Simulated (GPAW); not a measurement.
Crystal: ZnO (zincite).

```
CELL_PARAMETERS angstrom
3.24931 0.00000 0.00000
-1.62465 2.81398 0.00000
0.00000 0.00000 5.20571
ATOMIC_POSITIONS crystal
Zn 0.66667 0.33333 0.00000
Zn 0.33333 0.66667 0.50000
O 0.33333 0.66667 0.87901
O 0.66667 0.33333 0.37901
```

| Quantity | Value |
| --- | --- |
| Program | GPAW 26.7.0 |
| Task | relaxation of cell and atoms |
| Functional | TASK |
| Potentials or basis | GPAW PAW data sets (gpaw-data 1.2.1) |
| Cutoff | 800 eV |
| Basis | pw |
| k mesh | 6 × 6 × 3 |
| Occupations | fermi-dirac, width 0.05 eV |
| Spin | no spin polarisation |

At the start: pressure 7.7 GPa; volume 11.90 Å³/atom.

Q: How do energy, volume and symmetry change on relaxing?

A: Over 7 steps the energy falls by 16.4 meV/atom and the volume is 12.59 Å³/atom (+5.8 %); space group P6_3mc (No. 186, to 0.05 Å).

Step by step:
```tsv
step	energy change (eV)	largest force (eV/Å)	pressure (GPa)	volume (Å³)
1	0.0000	0.0880	7.65	47.60
2	-0.0137	0.0651	6.72	47.89
3	-0.0644	0.0459	0.62	50.09
4	-0.0651	0.0436	0.14	50.29
5	-0.0653	0.0338	-0.01	50.35
6	-0.0655	0.0130	-0.10	50.38
7	-0.0655	0.0035	-0.05	50.36
```

Final structure:
```
CELL_PARAMETERS angstrom
3.30882 0.00000 0.00000
-1.65441 2.86553 0.00000
0.00000 0.00000 5.31136
ATOMIC_POSITIONS crystal
Zn 0.66667 0.33333 0.99904
Zn 0.33333 0.66667 0.49909
O 0.33333 0.66667 0.88004
O 0.66667 0.33333 0.37984
```

Caveat: the k mesh is coarse; later steps reuse the first step's grids; the PAW data sets were made with another functional, which shifts forces and pressure a little.
